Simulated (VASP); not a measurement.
# PbSe (Fm-3m) in VASP: a series of runs, part 2 of 2

VASP 6.6.1. Earlier steps stand in the parts before.

## Step 4: Relaxation of cell and atoms, PBEsol

INCAR

```
SYSTEM = PbSe
PREC     = Accurate       ! precision mode
ENCUT    = 600            ! plane-wave cutoff, eV
EDIFF    = 1E-6           ! SCF threshold, eV
ISMEAR   = 0              ! smearing method
SIGMA    = 0.03           ! smearing width, eV
LREAL    = .False.        ! projectors in reciprocal space
LASPH    = .True.         ! aspherical terms in the spheres
NELM     = 80             ! most SCF steps
ALGO     = Normal         ! electronic algorithm
ISIF     = 3              ! what is computed and relaxed
LWAVE    = .False.        ! write WAVECAR
LCHARG   = .False.        ! write CHGCAR
GGA      = PS             ! functional
IBRION   = 2              ! ionic algorithm
NSW      = 90             ! ionic steps
EDIFFG   = -0.01          ! ionic threshold
```

KPOINTS

```
Automatic mesh
0
Gamma
  10 10 10
  0 0 0
```

POSCAR

```
PbSe
1.0
    0.0000000000      3.0606500000      3.0606500000
    3.0606500000      0.0000000000      3.0606500000
    3.0606500000      3.0606500000      0.0000000000
Pb Se
1 1
Direct
    0.0000000000      0.0000000000      0.0000000000
    0.5000000000      0.5000000000      0.5000000000
```

Potentials or basis: VASP PAW PBE potentials, release 64 (Pb_d, Se).

Started as:

```console
$ cat potpaw_PBE.64/Pb_d/POTCAR potpaw_PBE.64/Se/POTCAR > POTCAR
$ mpirun -np 1 vasp_std > vasp.out
```

OUTCAR:

```text
SYSTEM = PbSe
   PREC = Accurate
   ENCUT = 600
   EDIFF = 1E-6
   ISMEAR = 0
   LREAL = .False.
   LASPH = .True.
   NELM = 80
   ISIF = 3
   GGA = PS
   IBRION = 2
   NSW = 90
   EDIFFG = -0.01

 ion  position               nearest neighbor table
   1  0.000  0.000  0.000-   2 3.06   2 3.06   2 3.06   2 3.06   2 3.06   2 3.06
   2  0.500  0.500  0.500-   1 3.06   1 3.06   1 3.06   1 3.06   1 3.06   1 3.06

  LATTYP: Found a face centered cubic cell.
 ALAT       =     6.1213000000

  Lattice vectors:

 A1 = (   0.0000000000,   3.0606500000,   3.0606500000)
 A2 = (   3.0606500000,   0.0000000000,   3.0606500000)
 A3 = (   3.0606500000,   3.0606500000,   0.0000000000)

Analysis of symmetry for initial positions (statically):
=====================================================================
 Subroutine PRICEL returns:
 Original cell was already a primitive cell.

 Routine SETGRP: Setting up the symmetry group for a
 face centered cubic supercell.

 Subroutine GETGRP returns: Found 48 space group operations
 (whereof 48 operations were pure point group operations)
 out of a pool of 48 trial point group operations.

The static configuration has the point symmetry O_h .

Analysis of symmetry for dynamics (positions and initial velocities):
=====================================================================
 Subroutine PRICEL returns:
 Original cell was already a primitive cell.

 Routine SETGRP: Setting up the symmetry group for a
 face centered cubic supercell.

 Subroutine GETGRP returns: Found 48 space group operations
 (whereof 48 operations were pure point group operations)
 out of a pool of 48 trial point group operations.

The dynamic configuration has the point symmetry O_h .

 Subroutine INISYM returns: Found 48 space group operations
 (whereof 48 operations are pure point group operations),
 and found     1 'primitive' translations

----------------------------------------------------------------------------------------

                                     Primitive cell

  volume of cell :      57.3418

  direct lattice vectors                    reciprocal lattice vectors
     0.000000000  3.060650000  3.060650000    -0.163363991  0.163363991  0.163363991
     3.060650000  0.000000000  3.060650000     0.163363991 -0.163363991  0.163363991
     3.060650000  3.060650000  0.000000000     0.163363991  0.163363991 -0.163363991

  length of vectors
     4.328412740  4.328412740  4.328412740     0.282954733  0.282954733  0.282954733

  position of ions in fractional coordinates (direct lattice)
     0.000000000  0.000000000  0.000000000
     0.500000000  0.500000000  0.500000000

  ion indices of the primitive-cell ions
   primitive index   ion index
                 1           1
                 2           2

----------------------------------------------------------------------------------------

 KPOINTS: Automatic mesh

Automatic generation of k-mesh.
 Grid dimensions read from file:
 generate k-points for:   10   10   10

 Generating k-lattice:

  Cartesian coordinates                     Fractional coordinates (reciprocal lattice)
    -0.016336399  0.016336399  0.016336399     0.100000000  0.000000000  0.000000000
     0.016336399 -0.016336399  0.016336399     0.000000000  0.100000000  0.000000000
[... 56 lines left out ...]
   ENCUT  =  600.0 eV  44.10 Ry    6.64 a.u.   8.64  8.64  8.64*2*pi/ulx,y,z
   NELM   =     80;   NELMIN=  2; NELMDL= -5     # of ELM steps
   EDIFF  = 0.1E-05   stopping-criterion for ELM
   LREAL  =      F    real-space projection
   EDIFFG = -.1E-01   stopping-criterion for IOM
   NSW    =     90    number of steps for IOM
   IBRION =      2    ionic relax: 0-MD 1-quasi-New 2-CG
   NFREE  =      1    steps in history (QN), initial steepest desc. (CG)
   ISIF   =      3    stress and relaxation
   ISYM   =      2    0-nonsym 1-usesym 2-fastsym
   POTIM  = 0.5000    time-step for ionic-motion
   TEBEG  =    0.0;   TEEND  =   0.0 temperature during run
   PSTRESS=    0.0 pullay stress
   NELECT =      20.0000    total number of electrons
   NUPDOWN=      -1.0000    fix difference up-down
   EMIN   =  10.00;   EMAX   =-10.00  energy-range for DOS
   EFERMI =   0.00;   METHOD = LEGACY
   ISMEAR =     0;   SIGMA  =   0.03  broadening in eV -4-tet -1-fermi 0-gaus
   EFERMI_NEDOS =   21; number of points for ismear=-14 and -15
   IALGO  =     38    algorithm
   IMIX   =      4    mixing-type and parameters
     AMIX     =   0.40;   BMIX     =  1.00
     AMIX_MAG =   1.60;   BMIX_MAG =  1.00
  volume/ion in A,a.u.               =      28.67       193.48
  Fermi-wavevector in a.u.,A,eV,Ry     =   1.152377  2.177676 18.068159  1.327972
  Thomas-Fermi vector in A             =   2.289028
   LORBIT       =      0    0 simple, 1 ext, 2 COOP (PROOUT), +10 PAW based schemes
   GGA     = PS    functional components
   LHFCALC =     F    Hartree Fock is set to
   AEXX    =    0.0000 exact exchange contribution
   IVDW    =     0    specifies the selected vdW correction
   LEPSILON=     F    determine dielectric tensor
   LRPA    =     F    only Hartree local field effects (RPA)
 conjugate gradient relaxation of ions
 non-spin polarized calculation
 Gauss-broadening in eV      SIGMA  =   0.03
  energy-cutoff  :      600.00
  volume of cell :       57.34
 maximum number of plane-waves:      1936
   NGX = 17   NGY = 17   NGZ = 17

--------------------------------------- Ionic step        1  -------------------------------------------

 number of electron      20.0000001 magnetization

 Free energy of the ion-electron system (eV)
  ---------------------------------------------------
  ext. energy  EPLUGINS =         0.00000000
  ---------------------------------------------------
  free energy    TOTEN  =        -8.91618125 eV

  energy without entropy =       -8.91618125  energy(sigma->0) =       -8.91618125

------------------------ aborting loop because EDIFF is reached ----------------------------------------

  FORCE on cell =-STRESS in cart. coord.  units (eV):
  Direction    XX          YY          ZZ          XY          YZ          ZX
  --------------------------------------------------------------------------------------
  -------------------------------------------------------------------------------------
  Total       -0.1603103     -0.1603103     -0.1603103      0.0000000      0.0000000     -0.0000000
  in kB       -4.4792048     -4.4792048     -4.4792048      0.0000000      0.0000000     -0.0000000
  external PRESSURE =      -4.4792048 kB  Pullay stress =       0.0000000 kB
[... 59 lines left out ...]
--------------------------------------- Ionic step        3  -------------------------------------------

 number of electron      20.0000000 magnetization

 Free energy of the ion-electron system (eV)
  ---------------------------------------------------
  ext. energy  EPLUGINS =         0.00000000
  ---------------------------------------------------
  free energy    TOTEN  =        -8.91683455 eV

  energy without entropy =       -8.91683452  energy(sigma->0) =       -8.91683453

 E-fermi :   5.1072     XC(G=0):  -9.7568

 val. band max:        5.0200105245   @ k =   0.5000   0.0000   0.0000
 cond. band min:       5.1944280190   @ k =   0.5000   0.0000   0.0000
 fundamental gap:      0.1744174945
 Fermi energy:         5.1072196136

 k-point     1 :       0.0000    0.0000    0.0000
  band No.  band energies     occupation
      1     -11.7468      2.00000
      2     -11.7468      2.00000
      3     -11.7468      2.00000
      4     -11.7456      2.00000
      5     -11.7456      2.00000
      6      -8.6633      2.00000
      7      -1.3053      2.00000
      8       3.1057      2.00000
      9       3.1057      2.00000
     10       3.1057      2.00000
     11       9.7081      0.00000
     12       9.7081      0.00000
     13       9.7081      0.00000
     14      11.4436      0.00000
[... 377 lines left out ...]
      1     -11.8395      2.00000
      2     -11.7595      2.00000
      3     -11.7337      2.00000
      4     -11.7113      2.00000
      5     -11.7087      2.00000
      6      -7.5444      2.00000
      7      -2.7351      2.00000
      8       1.4740      2.00000
      9       2.0541      2.00000
     10       2.1823      2.00000
     11       8.7952      0.00000
     12       9.1597      0.00000
     13       9.8324      0.00000
     14      10.1782      0.00000

 [... further k-points ...]

------------------------ aborting loop because EDIFF is reached ----------------------------------------

  FORCE on cell =-STRESS in cart. coord.  units (eV):
  Direction    XX          YY          ZZ          XY          YZ          ZX
  --------------------------------------------------------------------------------------
  -------------------------------------------------------------------------------------
  Total        0.0004503      0.0004503      0.0004503     -0.0000000     -0.0000000     -0.0000000
  in kB        0.0126862      0.0126862      0.0126862     -0.0000000     -0.0000000     -0.0000000
  external PRESSURE =       0.0126862 kB  Pullay stress =       0.0000000 kB
[... 17 lines left out ...]
  FREE ENERGIE OF THE ION-ELECTRON SYSTEM (eV)
  ---------------------------------------------------
  free  energy   TOTEN  =        -8.9168345464 eV

  energy  without entropy=       -8.9168345175  energy(sigma->0) =       -8.91683453

 reached required accuracy - stopping structural energy minimisation
```

Run time: 31 s. Hardware: 1 thread of Intel Xeon 6975P-C (Granite Rapids), shared host; peak memory 0.23 GiB.

What came out:

* Free energy: -8.9168 eV
* Relaxed volume: 28.44 Å³/atom
* Relaxed cell: a = 4.317 Å, b = 4.317 Å, c = 4.317 Å, α = 60.00°, β = 60.00°, γ = 60.00°
* Space group after relaxing (to 0.05 Å): Fm-3m (No. 225)
* Energy gained by relaxing: 0.3 meV/atom
* Ionic steps: 3
* Pressure after relaxing: 0.0 GPa
* Band gap on the k mesh: 0.17 eV, direct

Step by step:
```csv
step,energy change (eV),largest force (eV/Å),pressure (GPa),volume (Å³)
1,0.0000,0.0000,-0.45,57.34
2,-0.0005,0.0000,0.18,56.68
3,-0.0007,0.0000,0.00,56.87
```

Final structure:
```
Pb Se
1.0
     0.00000    3.05226    3.05226
     3.05226    0.00000    3.05226
     3.05226    3.05226    0.00000
Pb Se
1 1
Direct
  0.00000 0.00000 0.00000
  0.50000 0.50000 0.50000
```

Levels at points of the mesh, in eV from the valence-band top:
```tsv
k point	band 6	band 7	band 8	band 9	band 10	band 11	band 12	band 13	band 14
(0.00, 0.00, 0.00)	-13.68	-6.33	-1.91	-1.91	-1.91	4.69	4.69	4.69	6.42
(0.50, 0.00, 0.00)	-12.59	-8.89	-1.50	-1.50	0.00	0.17	1.63	1.63	8.42
(0.50, 0.50, 0.00)	-12.20	-7.43	-5.10	-3.31	-3.31	3.54	5.61	5.61	6.04
```

Caveat: the PAW data sets were made with another functional, which shifts forces and pressure a little; spin-orbit coupling is left out, which as a rule narrows the gap of such compounds by several tenths of an eV. A k mesh can miss the band edges.
